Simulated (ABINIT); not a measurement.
# BN (Qingsongite): G0W0 with ABINIT, start to end

Aim: the G0W0 gap of BN (Qingsongite) on PBE, step by step.

Program: ABINIT 10.8.3. Level of theory: PBE and many-body steps on it, plane waves. Results are calculated unless marked as measured.

## (1) Starting point

Symmetry: F-43m, No. 216, cubic system. The conventional cell has a = 3.615 Å, b = 3.615 Å, c = 3.615 Å, α = 90.00°, β = 90.00°, γ = 90.00°. Nearest to B lie 4 N at 1.57 Å. Nearest to N lie 4 B at 1.57 Å. Farther neighbours and most contacts between anions are not listed.

The cell and positions come from the Crystallography Open Database and are kept as given unless a step says otherwise.

## (2) Ground state

This step: ABINIT 10.8.3; DFT, PBE, plane waves, norm-conserving pseudopotentials.

The ground-state density comes first.

File run.abi:

```
acell 3*1.0 Angstrom
rprim 
  -0.000000000000 1.807500000000 1.807500000000
  1.807500000000 0.000000000000 1.807500000000
  1.807500000000 1.807500000000 -0.000000000000
ntypat 2
znucl 5 7
natom 2
typat 1 2
xred 
  0.000000000000 0.000000000000 0.000000000000
  0.250000000000 0.250000000000 0.250000000000
pp_dirpath "pseudos"
pseudos "B.upf, N.upf"
ecut 36
ngkpt 10 10 10
nshiftk 1
shiftk 0 0 0
kptopt 1
chksymbreak 0
nband 9
occopt 1
tolvrs 1e-10
nstep 60
prtwf 0
optforces 0
optstress 0
indata_prefix "in"
outdata_prefix "out"
tmpdata_prefix "tmp"
```

Run with:

```bash
OMP_NUM_THREADS=1 mpirun -n 4 abinit run.abi > log
```

Numbers of over 12 decimals in the logs are rounded to 6 here.

The program printed:

```text
.Version 10.8.3 of ABINIT. v10.8.2 released Aug 2026.

 Symmetries : space group F-4 3 m (#216); Bravais cF (face-center cubic)
================================================================================
 Values of the parameters that define the memory need of the present run
     intxc =       0    ionmov =       0      iscf =       7    lmnmax =       4
     lnmax =       4     mgfft =      30  mpssoang =       2    mqgrid =    3001
     natom =       2  nloc_mem =       1    nspden =       1   nspinor =       1
    nsppol =       1      nsym =      24    n1xccc =    2501    ntypat =       2
    occopt =       1   xclevel =       2
-    mband =           9        mffmem =           1         mkmem =          12
       mpw =         845          nfft =       27000          nkpt =          47
================================================================================
  Rough estimation (10% accuracy) of disk space for files :
================================================================================

--------------------------------------------------------------------------------
------------- Echo of variables that govern the present computation ------------
--------------------------------------------------------------------------------
 -outvars: echo values of preprocessed input variables --------
            acell      1.8897261259E+00  1.8897261259E+00  1.8897261259E+00 Bohr

      chksymbreak           0
             ecut      3.60000000E+01 Hartree
-          fftalg         312

              ixc     -101130
              kpt      0.00000000E+00  0.00000000E+00  0.00000000E+00
                       1.00000000E-01  0.00000000E+00  0.00000000E+00
                       2.00000000E-01  0.00000000E+00  0.00000000E+00
                       3.00000000E-01  0.00000000E+00  0.00000000E+00
                       4.00000000E-01  0.00000000E+00  0.00000000E+00
                       5.00000000E-01  0.00000000E+00  0.00000000E+00
                       1.00000000E-01  1.00000000E-01  0.00000000E+00
                       2.00000000E-01  1.00000000E-01  0.00000000E+00
                       3.00000000E-01  1.00000000E-01  0.00000000E+00
   [... 36 further rows ...]
                      -3.00000000E-01  4.00000000E-01  2.00000000E-01
                      -3.00000000E-01  5.00000000E-01  2.00000000E-01
         kptrlatt       10    0    0      0   10    0      0    0   10
          kptrlen      4.83050094E+01
P           mkmem          12
            natom           2
            nband           9
            ngfft          30      30      30
             nkpt          47
            nstep          60
             nsym          24
           ntypat           2
              occ      2.000000  2.000000  2.000000  2.000000  0.000000  0.000000
[...]
optforces           0
        optstress           0
            prtwf           0
            rprim     -0.0000000000E+00  1.8075000000E+00  1.8075000000E+00
[...]
spgroup         216

           tolvrs      1.00000000E-10

             xred      0.0000000000E+00  0.0000000000E+00  0.0000000000E+00
[...]
znucl        5.00000    7.00000

================================================================================

 chkinp: Checking input parameters for consistency.

================================================================================
== DATASET  1 ==================================================================
-   mpi_nproc: 4, omp_nthreads: 1 (-1 if OMP is not activated)

--- !DatasetInfo
iteration_state: {dtset: 1, }
dimensions: {natom: 2, nkpt: 47, mband: 9, nsppol: 1, nspinor: 1, nspden: 1, mpw: 845, }
cutoff_energies: {ecut:  36.0, pawecutdg:  -1.0, }
electrons: {nelect:   8.00000000E+00, charge:   0.00000000E+00, occopt:   1.00000000E+00, tsmear:   1.00000000E-02, }

 Real(R)+Recip(G) space primitive vectors, cartesian coordinates (Bohr,Bohr^-1):
 R(1)=  0.0000000  3.4156800  3.4156800  G(1)= -0.1463837  0.1463837  0.1463837
 R(2)=  3.4156800  0.0000000  3.4156800  G(2)=  0.1463837 -0.1463837  0.1463837
 R(3)=  3.4156800  3.4156800  0.0000000  G(3)=  0.1463837  0.1463837 -0.1463837
 Unit cell volume ucvol=  7.9700586E+01 bohr^3
 Angles (23,13,12)=  6.00000000E+01  6.00000000E+01  6.00000000E+01 degrees

 getcut: wavevector=  0.0000  0.0000  0.0000  ngfft=  30  30  30
         ecut(hartree)=     36.000   => boxcut(ratio)=   2.30194

 getcut : COMMENT -
  Note that boxcut > 2.2 ; recall that boxcut=Gcut(box)/Gcut(sphere) = 2
  is sufficient for exact treatment of convolution.
  Such a large boxcut is a waste : you could raise ecut
  e.g. ecut=   47.690509 Hartrees makes boxcut=2

--- Pseudopotential description ------------------------------------------------
- B Generated using ONCVPSP code by D. R. Hamann
-  5.00000   3.00000  171031                  znucl, zion, pspdat
12 -101130 1 -1 1534                          pspcod,pspxc,lmax,lloc,mmax
     nproj     2     2
  pspatm : epsatm=    3.38844616
         --- l  ekb(1:nproj) -->
[...]
pspatm: atomic psp has been read  and splines computed

- N Generated using ONCVPSP code by D. R. Hamann
-  7.00000   5.00000  171031                  znucl, zion, pspdat
12 -101130 1 -1 1058                          pspcod,pspxc,lmax,lloc,mmax
     nproj     2     2
  pspatm : epsatm=    5.20977870
         --- l  ekb(1:nproj) -->
[...]
1   -4.293905   -1.006988
 pspatm: atomic psp has been read  and splines computed

   6.87857989E+01                                ecore*ucvol(ha*bohr**3)
--------------------------------------------------------------------------------

_setup2: Arith. and geom. avg. npw (full set) are     822.053     822.026

================================================================================

--- !BeginCycle
iteration_state: {dtset: 1, }
solver: {iscf: 7, nstep: 60, nline: 4, wfoptalg: 0, }
tolerances: {tolvrs: 1.00E-10, }

     iter   Etot(hartree)      deltaE(h)  residm     vres2
 ETOT  1  -13.353670328845    -1.335E+01 1.866E-01 1.447E+02
 ETOT  2  -13.373136893714    -1.947E-02 6.470E-03 1.104E+02
 ETOT  3  -13.402464776550    -2.933E-02 3.876E-03 1.734E-01
 ETOT  4  -13.402502334780    -3.756E-05 4.257E-03 1.682E-03
 ETOT  5  -13.402502505884    -1.711E-07 1.198E-03 3.940E-05
 ETOT  6  -13.402502511439    -5.556E-09 1.069E-03 2.572E-07
 ETOT  7  -13.402502511479    -3.939E-11 2.420E-04 2.030E-09
 ETOT  8  -13.402502511479    -1.315E-13 2.105E-04 5.379E-11

 At SCF step    8       vres2   =  5.38E-11 < tolvrs=  1.00E-10 =>converged.

--- !ResultsGS
iteration_state: {dtset: 1, }
comment   : Summary of ground state results
lattice_vectors:
- [ -0.0000000,   3.4156800,   3.4156800, ]
- [  3.4156800,   0.0000000,   3.4156800, ]
- [  3.4156800,   3.4156800,  -0.0000000, ]
lattice_lengths: [   4.83050,    4.83050,    4.83050, ]
lattice_angles: [ 60.000,  60.000,  60.000, ] # degrees, (23, 13, 12)
lattice_volume:   7.9700586E+01
convergence: {deltae: -1.315E-13, res2:  5.379E-11, residm:  2.105E-04, diffor:  0.000E+00, }
etotal    :  -1.34025025E+01
entropy   :   0.00000000E+00
fermie    :   3.02092262E-01
cartesian_stress_tensor: null
pressure_GPa: null
xred      :
- [  0.0000E+00,   0.0000E+00,   0.0000E+00,  B]
- [  2.5000E-01,   2.5000E-01,   2.5000E-01,  N]
cartesian_forces: null
force_length_stats: {min: null, max: null, mean: null, }

 Integrated electronic density in atomic spheres:
 ------------------------------------------------
 Atom  Sphere_radius  Integrated_density
    1        2.00000          3.32049900
    2        2.00000          5.75124674
================================================================================

 ----iterations are completed or convergence reached----

 Mean square residual over all n,k,spin=   10.187E-07; max=  21.054E-05
 reduced coordinates (array xred) for    2 atoms
       0.000000000000      0.000000000000      0.000000000000
       0.250000000000      0.250000000000      0.250000000000
 rms dE/dt=  0.0000E+00; max dE/dt=  0.0000E+00; dE/dt below (all hartree)
    1       0.000000000000      0.000000000000      0.000000000000
    2       0.000000000000      0.000000000000      0.000000000000

 cartesian coordinates (angstrom) at end:
    1      0.000000     0.000000     0.000000
    2      0.903750     0.903750     0.903750
 length scales=  1.889726125908  1.889726125908  1.889726125908 bohr
              =  1.000000000000  1.000000000000  1.000000000000 angstroms
 prteigrs : about to open file out_EIG
 Fermi (or HOMO) energy (hartree) =   0.30209   Average Vxc (hartree)=  -0.47450
 Eigenvalues (hartree) for nkpt=  47  k points:
 kpt#   1, nband=  9, wtk=  0.00100, kpt=  0.0000  0.0000  0.0000 (reduced coord)
  -0.44062    0.30209    0.30209    0.30209    0.62836    0.62836    0.62836    0.68304
   1.21148
 prteigrs : prtvol=0 or 1, do not print more k-points.

--- !EnergyTerms
iteration_state     : {dtset: 1, }
comment             : Components of total free energy in Hartree
kinetic             :  9.41230010599648E+00
hartree             :  1.79183179045680E+00
xc                  : -4.37198988812425E+00
Ewald energy        : -1.31703929426445E+01
psp_core            :  8.63052609504914E-01
local_psp           : -6.86018895556562E+00
non_local_psp       : -1.06711523110257E+00
total_energy        : -1.34025025114787E+01
total_energy_eV     : -3.64700672502578E+02
band_energy         :  1.04301569482710E-01

== END DATASET(S) ==============================================================
================================================================================

 -outvars: echo values of variables after computation  --------
           etotal     -1.3402502511E+01
            nband           9
             nkpt          47
          spgroup         216
 [... the other variables as echoed above ...]

 Calculation completed.
```

Wall time 4 s (4 MPI ranks of Arm Neoverse V2, shared host); peak memory 0.25 GiB.

Numbers from this step:

```yaml
total_energy: -364.7007 eV
gap: 4.535 eV
k_of_the_valence_top: 0, 0, 0
k_of_the_conduction_bottom: 0.5, 0.5, 0
least_direct_gap: 8.878 eV
```

The gap is indirect, with the least direct gap 4.34 eV higher.

(Continued in part 2 of 3.)

[Paths, hosts, dates, memory and timing lines, banners, echoed tables and standing remarks are left out of the program output.]

[Logs are printed without paths, hosts, clocks, repeated set-up lines and the standing remarks that a program may print on its own settings, such as how far it seeks lower states.]

[Runs of the session that timed out or met a known fault of the program may be left out.]

[Hosts, paths, dates, database ids (printed as entryN), source tags and the programs' standing remarks are cut or masked in the printed files.]

[G0W0 gaps are taken among the corrected bands and points alone; a level outside them can change the order at an edge.]

[Where Ansatz stands beside ABINIT at settings called matched, ABINIT's density can come from a denser mesh and the files from another edition; pairs whose starting gaps differed by over 0.03 eV were left out, so agreement reads better than it is.]
